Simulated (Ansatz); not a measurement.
Sb, DFT, PBE, all-electron LAPW, scalar-relativistic (Ansatz 0.2.0), run on 1 thread of Intel(R) Xeon(R) Platinum 8375C CPU @ 2.90GHz (Ice Lake) on a shared host.

The structure is an experimental refinement, used without relaxation. The listed cell was then made from it by scaling, straining or moving an atom.

Command: `ansatz run input.yaml --threads 1 --pin off --max-ram 3072MiB --backend cpu --events-out ev --progress --plain --runs-dir out`

```yaml
crystal:
  lattice:
    - [2.1755285804, 1.2711226823, 3.7609612501]
    - [-2.1256720836, 1.2496166789, 3.7394552467]
    - [0.0063035032, -2.4645793611, 3.7315835032]
  atoms:
    - { symbol: Sb, position: [0.23364, 0.23364, 0.23364] }
    - { symbol: Sb, position: [0.76636, 0.76636, 0.76636] }
kpoints:
  mp_grid: { grid: [9, 9, 9] }
  band_path:
    path:
      - [0.0, 0.0, 0.0]
      - [-0.5, -0.5, -0.5]
      - [0.5, 0.0, 0.0]
      - [0.0, 0.0, 0.0]
      - [0.0, 0.0, 0.5]
      - [0.0, -0.5, 0.0]
      - [0.0, 0.0, 0.0]
      - [0.5, 0.0, 0.5]
      - [-0.5, -0.5, 0.0]
    npoints: 5
scf:
  occupations: { method: fermi_dirac, width: 0.05 }
hamiltonian:
  xc: pbe
  pseudopotentials: { kind: all_electron, lapw: { basis_error: 0.0005 } }
output:
  forces: true
  stress: true
  eigenvalues: true
```

How large is the problem that the program sets up?

365 irreducible k-points, 547 plane waves at Γ, 28 bands.

Estimate the wall time and the peak memory.

110 s of wall time for 9 SCF iterations, with a peak of 1.2 GiB. Times on shared machines scatter by tens of per cent.
